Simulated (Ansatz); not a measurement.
# Ir: the cost of one run

Computed with Ansatz 0.2.0 (DFT PBE, scalar-relativistic, plane waves, PAW, unless a step's input says otherwise).

1 further run of the same task is left out (set aside as unsound or not needed).

## 1. The structure to begin with

It takes space group Im-3m (No. 229, cubic). Conventional cell: a = 3.610 Å, b = 3.610 Å, c = 3.610 Å, α = 90.00°, β = 90.00°, γ = 90.00°. Hf (site symmetry m-3m) has 8 Hf at 3.13 Å as nearest neighbours.

Coordinates:

```cif
data_structure
_symmetry_space_group_name_H-M 'P 1'
_symmetry_Int_Tables_number 1
_cell_length_a 3.1264
_cell_length_b 3.1264
_cell_length_c 3.1264
_cell_angle_alpha 109.471
_cell_angle_beta 109.471
_cell_angle_gamma 109.471
_cell_volume 23.52
loop_
_atom_site_label
_atom_site_type_symbol
_atom_site_fract_x
_atom_site_fract_y
_atom_site_fract_z
_atom_site_occupancy
Hf1 Hf 0.00000 0.00000 0.00000 1
```

The structure comes from the Crystallography Open Database.

## 2. One element swapped, cell strained: Hf → Ir, first probe

Against the listed cell: Ir takes all sites of Hf, and lengths are scaled by 0.883 as a first guess of the size; strain xx, yy, zz, yz, xz, xy = -3.1, -3.1, -3.1, +0.0, +0.0, +0.0 %.

Contents of input.yaml:

```yaml
crystal:
  lattice:
    - [-1.5449968669, 1.5449968669, 1.5449968669]
    - [1.5449968669, -1.5449968669, 1.5449968669]
    - [1.5449968669, 1.5449968669, -1.5449968669]
  atoms:
    - { symbol: Ir, position: [0.0, 0.0, 0.0] }
basis:
  ecutwfc: 420
kpoints:
  mp_grid: { grid: [8, 8, 8] }
hamiltonian:
  xc: pbe
scf:
  occupations: { method: gaussian, width: 0.1 }
output:
  forces: true
  stress: true
  eigenvalues: true
```

Started as:

```bash
ansatz run input.yaml --threads 1 --pin off --max-ram 1331MiB --backend cpu --events-out ev --progress --plain --runs-dir out
```

**Question.** How long does this run take on 1 thread of an x86-64 CPU, shared host, and how much memory does it need?

About 1.4 s, with a peak of 0.28 GiB.
